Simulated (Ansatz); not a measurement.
# CoO: magnetic order and moments

An exercise on one series of results from a longer session: the logs are not shown, and one member is left open.

Computed with Ansatz 0.2.0 (DFT PBEsol, scalar-relativistic, plane waves, PAW, unless a step's input says otherwise).

### The structure to begin with

The structure is tetragonal, space group I4/mmm (No. 139). The conventional cell has a = 3.016 Å, b = 3.016 Å, c = 4.214 Å, α = 90.00°, β = 90.00°, γ = 90.00°. Co (site symmetry 4/mmm) is surrounded by 6 O at 2.11 to 2.13 Å. Around O (site symmetry 4/mmm) lie 6 Co at 2.11 to 2.13 Å.

Structure file:

```
CELL_PARAMETERS angstrom
-1.50800 1.50800 2.10725
1.50800 -1.50800 2.10725
1.50800 1.50800 -2.10725
ATOMIC_POSITIONS crystal
Co 0.00000 0.00000 0.00000
O 0.50000 0.50000 0.00000
```

The structure comes from the Crystallography Open Database; it is used as listed.

Set-up of the first run:

input.yaml reads:

```yaml
crystal:
  lattice:
    - [-1.5080001529, 1.5080001529, 2.1072499549]
    - [1.5080001529, -1.5080001529, 2.1072499549]
    - [1.5080001529, 1.5080001529, -2.1072499549]
  atoms:
    - { symbol: Co, position: [0.0, 0.0, 0.0], spin: 3.0 }
    - { symbol: O, position: [0.5, 0.5, 0.0] }
basis:
  ecutwfc: 420
kpoints:
  mp_grid: { grid: [8, 8, 8] }
hamiltonian:
  xc: pbesol
scf:
  occupations: { method: gaussian, width: 0.1 }
output:
  forces: true
  stress: true
  eigenvalues: true
  populations: true
magnetization:
  spin_polarized: true
```

Run with:

```
> ansatz run input.yaml --threads 1 --pin off --max-ram 2560MiB --backend cpu --events-out ev --progress --plain --runs-dir out
```

Steps of the session up to this table: Probe: one point at the start; Base run on a denser mesh; Magnetic start: no spin polarisation; Start: ferromagnetic; Start: large parallel starting moments; Start: antiferromagnetic, doubled cell, propagation vector (0, 0, 1/2); Start: antiferromagnetic, doubled cell, propagation vector (0, 1/2, 0); Start: antiferromagnetic, doubled cell, propagation vector (1/2, 1/2, 1/2); Start: small parallel starting moments.

One table of the session follows, with a row left open; its other results are not shown here.

It belongs to the step «The magnetic starts in order of energy». 

| start | energy above the lowest (meV/atom) | pressure (GPa) |
| --- | --- | --- |
| antiferromagnetic, doubled cell, propagation vector (0, 1/2, 0) | 0.00 | -12.4 |
| ferromagnetic | 71.9 | -9.1 |
| large parallel starting moments | 71.9 | -9.1 |
| antiferromagnetic, doubled cell, propagation vector (0, 0, 1/2) | ? | ? |
| antiferromagnetic, doubled cell, propagation vector (1/2, 1/2, 1/2) | 116 | -11.4 |
| no spin | 315 | -27.3 |
| small parallel starting moments | 315 | -27.3 |

**Question.** Estimate the row for antiferromagnetic, doubled cell, propagation vector (0, 0, 1/2).

As computed: energy above the lowest (meV/atom): 111; pressure (GPa): -11.3. In the column «energy above the lowest (meV/atom)» it lies between large parallel starting moments (71.9) and antiferromagnetic, doubled cell, propagation vector (1/2, 1/2, 1/2) (116).

Limits of these values: Only these starts were tried, so a lower state is not ruled out. Without a U such compounds often come out metallic though many are antiferromagnetic insulators. Warnings in the runs' records: negative dielectric reading, seeded moment not kept.
